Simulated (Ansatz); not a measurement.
The system is Mn3Si.

```xyz
4
Lattice="0.0000 2.8610 2.8610 2.8610 0.0000 2.8610 2.8610 2.8610 0.0000" Properties=species:S:1:pos:R:3 pbc="T T T"
Mn    4.2915    4.2915    4.2915
Mn    1.4305    1.4305    1.4305
Mn    2.8610    2.8610    2.8610
Si    0.0000    0.0000    0.0000
```

Base run:

```yaml
Program: Ansatz 0.2.0
Functional: BLYP
Potentials_or_basis: Ansatz PAW
Cutoff: "420 eV (not typed: the program's choice for these potentials)"
k_mesh: 8 × 8 × 8
Occupations: fermi-dirac, width 0.05 eV
Spin: collinear spin, ferromagnetic start
Starting_moments: "[4.0, 4.0, 4.0, 0.0] μB"
```

Its results: band gap on the k mesh none (metal or under the smearing width); pressure -0.4 GPa; net moment 1.01 μB per cell; site moments Mn -0.79, +2.51; Si +0.04 μB.

The run is repeated on the same cell with these changes: functional from BLYP to r2SCAN; cutoff from 420 eV (not typed: the program's choice for these potentials) to 500 eV (not typed: the program's choice for these potentials). What comes out?

Band gap on the k mesh none (metal or under the smearing width); pressure -9.3 GPa; net moment 3.44 μB per cell; site moments Mn -0.75, +2.29, +1.88; Si -0.03 μB.

Caveats: the PAW data sets come from PBE, with cores solved anew for the run's functional, which leaves a small shift of forces and pressure; the starting moments weren't kept; the magnetic or orbital state may not be the lowest (some runs).
